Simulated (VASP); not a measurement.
# C in VASP: one cell, several levels of theory

Aim: gap, levels, forces and stress of C (diamond), under +4.0 % biaxial strain in x and y, free along z at fixed geometry. Runs: PBE, r2SCAN. The results are then set beside those of Ansatz 0.2.0 for the same cell.

The runs shown are made with VASP 6.6.1. PAW datasets, plane waves. No spin polarisation and no zero-point or thermal motion.

**1. The structure to begin with**

The cell comes from an earlier relaxation with r2SCAN in another program, then strained, with the atoms relaxed again.

The symmetry is I4_1/amd (No. 141, tetragonal); a = 2.618 Å, c = 3.530 Å in the conventional setting, 6.05 Å³ an atom. Near C stand 4 C at 1.58 Å.

Structure file:

```xyz
2
Lattice="0.0000 1.8513 1.7652 1.8513 0.0000 1.7652 1.8513 1.8513 0.0000" Properties=species:S:1:pos:R:3 pbc="T T T"
C     0.0000    0.0000    0.0000
C     0.9257    0.9257    0.8826
```

**2. Single point with PBE**

INCAR reads:

```
ENCUT = 520.000000
SIGMA = 0.020000
EDIFF = 1.00e-07
GGA = PE
PREC = Accurate
IBRION = -1
ISIF = 2
ISMEAR = -1
NBANDS = 11
NELM = 120
NSW = 0
LASPH = .TRUE.
LCHARG = .FALSE.
LWAVE = .FALSE.
LREAL = .FALSE.
```

KPOINTS reads:

```
KPOINTS created by Atomic Simulation Environment
0
Gamma
12 12 12
0 0 0
```

KPOINTS_OPT reads:

```
special points
7
Reciprocal
0.0000000000 0.0000000000 0.0000000000 1
0.5000000000 0.0000000000 0.5000000000 1
0.6250000000 0.2500000000 0.6250000000 1
0.3750000000 0.3750000000 0.7500000000 1
0.5000000000 0.5000000000 0.5000000000 1
0.5000000000 0.2500000000 0.7500000000 1
0.3684900000 0.3684900000 0.0000000000 1
```

POSCAR reads:

```
C
 1.0000000000000000
     0.0000000000000000    1.8513291082000001    1.7651985347000001
     1.8513291082000001    0.0000000000000000    1.7651985347000001
     1.8513291082000001    1.8513291082000001    0.0000000000000000
 C
   2
Cartesian
  0.0000000000000000  0.0000000000000000  0.0000000000000000
  0.9256645541000000  0.9256645541000000  0.8825992673500000
```

The run uses the recommended PBE PAW datasets (8 valence electrons a neutral cell).

Launch:

```bash
$ mpirun -np 1 vasp_std
```

Standard output, without the iteration lines:

```text
POSCAR found type information on POSCAR C
 POSCAR found :  1 types and       2 ions
 LDA part: xc-table for (Slater+PW92), standard interpolation
 POSCAR, INCAR and KPOINTS ok, starting setup
 FFT: planning ... GRIDC
 FFT: planning ... GRID_SOFT
 FFT: planning ... GRID
 WAVECAR not read
 entering main loop
 Start KPOINTS_OPT (optional k-point list driver)
k-point batch [1-7\7]
```

OSZICAR:

```text
N       E                     dE             d eps       ncg     rms          rms(c)
DAV:   1    -0.212302700661E+00   -0.21230E+00   -0.47281E+03  3674   0.712E+02
DAV:   2    -0.182055289488E+02   -0.17993E+02   -0.17308E+02  4744   0.118E+02
DAV:   3    -0.186037972735E+02   -0.39827E+00   -0.39709E+00  4141   0.133E+01
DAV:   4    -0.186045678675E+02   -0.77059E-03   -0.77058E-03  3848   0.721E-01
DAV:   5    -0.186045688603E+02   -0.99276E-06   -0.99276E-06  4101   0.247E-02    0.510E+00
DAV:   6    -0.182160927943E+02    0.38848E+00   -0.20299E-01  3676   0.313E+00    0.304E+00
DAV:   7    -0.180852147599E+02    0.13088E+00   -0.25428E-01  3811   0.354E+00    0.656E-01
DAV:   8    -0.180868488598E+02   -0.16341E-02   -0.74322E-03  3727   0.632E-01    0.415E-02
DAV:   9    -0.180868945672E+02   -0.45707E-04   -0.62447E-05  4328   0.634E-02    0.232E-02
DAV:  10    -0.180869144549E+02   -0.19888E-04   -0.16138E-05  3832   0.345E-02    0.510E-03
DAV:  11    -0.180869144947E+02   -0.39826E-07   -0.25237E-07  4336   0.443E-03
   1 F= -.18086914E+02 E0= -.18086914E+02  d E =-.184165E-12
       N       E                     dE             ncg
DAV:   1     0.111195206995E+04   -0.24362E+04      162
DAV:   2     0.971579134222E+03   -0.14037E+03      191
DAV:   3     0.969299630530E+03   -0.22795E+01      180
DAV:   4     0.969296328083E+03   -0.33024E-02      175
DAV:   5     0.969296323105E+03   -0.49785E-05      177
DAV:   6     0.969296323095E+03   -0.96263E-08      175
```

The lines after F= are the extra pass for the points of KPOINTS_OPT, at fixed density; their E is not a total energy.

Parts of OUTCAR:

```text
k-points           NKPTS =    163   k-points in BZ     NKDIM =    163   number of bands    NBANDS=     11

   NELECT =       8.0000    total number of electrons

   dimension x,y,z NGX =    20 NGY =   20 NGZ =   20
   dimension x,y,z NGXF=    40 NGYF=   40 NGZF=   40

  energy-cutoff  :      520.00
  volume of cell :       12.10
      direct lattice vectors                 reciprocal lattice vectors
     0.000000000  1.851329108  1.765198535    -0.270076238  0.270076238  0.283254257
     1.851329108  0.000000000  1.765198535     0.270076238 -0.270076238  0.283254257
     1.851329108  1.851329108  0.000000000     0.270076238  0.270076238 -0.283254257

 k-points in reciprocal lattice and weights: KPOINTS created by Atomic Simulation Env
   0.00000000  0.00000000  0.00000000       0.001
   0.08333333 -0.00000000  0.00000000       0.005
   0.16666667  0.00000000  0.00000000       0.005
   0.25000000  0.00000000  0.00000000       0.005
   0.33333333  0.00000000  0.00000000       0.005
   0.41666667 -0.00000000  0.00000000       0.005
   0.50000000  0.00000000  0.00000000       0.002
   0.08333333  0.08333333  0.00000000       0.001
[... 155 more k-points ...]

 E-fermi :   9.6907

 k-point     1 :       0.0000    0.0000    0.0000
  band No.  band energies     occupation
      1     -11.8072      2.00000
      2       8.6045      2.00000
      3       8.6045      2.00000
      4       9.2552      2.00000
      5      13.8732      0.00000
      6      14.4450      0.00000
      7      14.4450      0.00000
      8      20.6701      0.00000
      9      27.3338      0.00000
     10      33.4943      0.00000
     11      34.8607      0.00000

 k-point     2 :       0.0833   -0.0000    0.0000
  band No.  band energies     occupation
      1     -11.6230      2.00000
      2       7.6001      2.00000
      3       8.2946      2.00000
      4       8.8101      2.00000
      5      14.2853      0.00000
      6      14.8227      0.00000
      7      15.0650      0.00000
      8      20.8822      0.00000
      9      27.6466      0.00000
     10      31.7999      0.00000
     11      32.9074      0.00000

 k-point     3 :       0.1667    0.0000    0.0000
  band No.  band energies     occupation
      1     -11.0731      2.00000
      2       5.2350      2.00000
      3       7.6068      2.00000
      4       8.1408      2.00000
      5      15.0842      0.00000
      6      15.6334      0.00000
      7      16.0704      0.00000
      8      21.5076      0.00000
      9      28.2910      0.00000
     10      30.5087      0.00000
     11      31.4037      0.00000

 k-point     4 :       0.2500    0.0000    0.0000
  band No.  band energies     occupation
      1     -10.1668      2.00000
      2       2.5347      2.00000
      3       6.8819      2.00000
      4       7.4948      2.00000
      5      15.7334      0.00000
      6      16.3549      0.00000
      7      16.8728      0.00000
      8      22.3981      0.00000
      9      28.6443      0.00000
     10      30.3529      0.00000
     11      31.0056      0.00000

 k-point     5 :       0.3333    0.0000    0.0000
  band No.  band energies     occupation
      1      -8.9283      2.00000
      2      -0.1159      2.00000
      3       6.2973      2.00000
      4       6.9905      2.00000
      5      16.0441      0.00000
      6      16.7273      0.00000
      7      17.4325      0.00000
      8      23.2466      0.00000
      9      28.8167      0.00000
     10      31.3511      0.00000
     11      31.6101      0.00000

 k-point     6 :       0.4167   -0.0000    0.0000
  band No.  band energies     occupation
      1      -7.4436      2.00000
      2      -2.4888      2.00000
      3       5.9274      2.00000
      4       6.6775      2.00000
      5      16.1447      0.00000
      6      16.8250      0.00000
      7      17.7235      0.00000
      8      23.7705      0.00000
      9      29.3039      0.00000
     10      32.2947      0.00000
     11      33.0236      0.00000

 k-point     7 :       0.5000    0.0000    0.0000
  band No.  band energies     occupation
      1      -6.3836      2.00000
      2      -3.8508      2.00000
      3       5.8015      2.00000
      4       6.5720      2.00000
      5      16.1636      0.00000
      6      16.8309      0.00000
      7      17.8063      0.00000
      8      23.9253      0.00000
      9      29.7725      0.00000
     10      31.7770      0.00000
     11      33.8825      0.00000

 k-point     8 :       0.0833    0.0833    0.0000
  band No.  band energies     occupation
      1     -11.5459      2.00000
      2       7.7610      2.00000
      3       7.7610      2.00000
      4       8.6405      2.00000
      5      13.6332      0.00000
      6      15.4588      0.00000
      7      15.4588      0.00000
      8      20.8349      0.00000
      9      27.8363      0.00000
     10      32.2368      0.00000
     11      33.8256      0.00000

 k-point     9 :       0.1667    0.0833    0.0000
  band No.  band energies     occupation
      1     -11.1024      2.00000
      2       5.9960      2.00000
      3       6.9863      2.00000
      4       8.2068      2.00000
      5      13.8488      0.00000
      6      16.4229      0.00000
      7      16.4418      0.00000
      8      21.0481      0.00000
      9      28.4790      0.00000
     10      30.5615      0.00000
     11      32.8104      0.00000

 k-point    10 :       0.2500    0.0833    0.0000
  band No.  band energies     occupation
      1     -10.2997      2.00000
      2       3.4166      2.00000
      3       6.2654      2.00000
      4       7.6214      2.00000
      5      14.5977      0.00000
      6      17.2158      0.00000
      7      17.2349      0.00000
      8      21.4842      0.00000
      9      29.0386      0.00000
     10      29.8897      0.00000
     11      32.2945      0.00000

 k-point    11 :       0.3333    0.0833    0.0000
  band No.  band energies     occupation
      1      -9.1563      2.00000
      2       0.7607      2.00000
      3       5.7410      2.00000
      4       6.9642      2.00000
      5      15.2999      0.00000
      6      17.6221      0.00000
      7      17.7295      0.00000
      8      22.0954      0.00000
      9      29.1472      0.00000
     10      30.3101      0.00000
     11      32.8614      0.00000

[... the tables of k-points 12 to 163 left out ...]

  Total       -2.7160916     -2.7160916      0.2488918      0.0000000      0.0000000      0.0000000
  in kB     -359.6368470   -359.6368470     32.9556864      0.0000000      0.0000000      0.0000000
  external PRESSURE =    -228.7726692 kB  Pullay stress =       0.0000000 kB

 POSITION                                       TOTAL-FORCE (eV/Angst)
 -----------------------------------------------------------------------------------
      0.00000      0.00000      0.00000         0.000000      0.000000      0.000000
      0.92566      0.92566      0.88260        -0.000000     -0.000000     -0.000000
 -----------------------------------------------------------------------------------
    total drift:                                0.000000      0.000000      0.000000

  FREE ENERGIE OF THE ION-ELECTRON SYSTEM (eV)
  ---------------------------------------------------
  free  energy   TOTEN  =       -18.0869144947 eV

  energy  without entropy=      -18.0869144947  energy(sigma->0) =      -18.08691449
```

Hardware: 1 MPI rank of Intel Xeon Platinum 8488C, shared host.

The levels at the points of KPOINTS_OPT are read from vasprun.xml.

Near the gap, in eV above the top of the last filled band v; c is the band after it:

| point | v−1 | v | c | c+1 |
| --- | --- | --- | --- | --- |
| Γ | -0.65 | 0.00 | 4.62 | 5.19 |
| X | -6.11 | -6.11 | 4.56 | 4.56 |
| U | -9.16 | -5.24 | 5.45 | 10.25 |
| K | -9.04 | -5.91 | 4.36 | 9.00 |
| L | -3.45 | -2.68 | 6.91 | 7.58 |
| W | -8.15 | -8.15 | 9.41 | 9.41 |

Gap with PBE: 2.84 eV, valence top at Γ, conduction bottom at (0.37, 0.37, 0.00). Least direct gap: 4.62 eV. Pressure: -22.88 GPa; the forces vanish within 0.01 eV/Å.

(Part 1 of 2 ends here.)
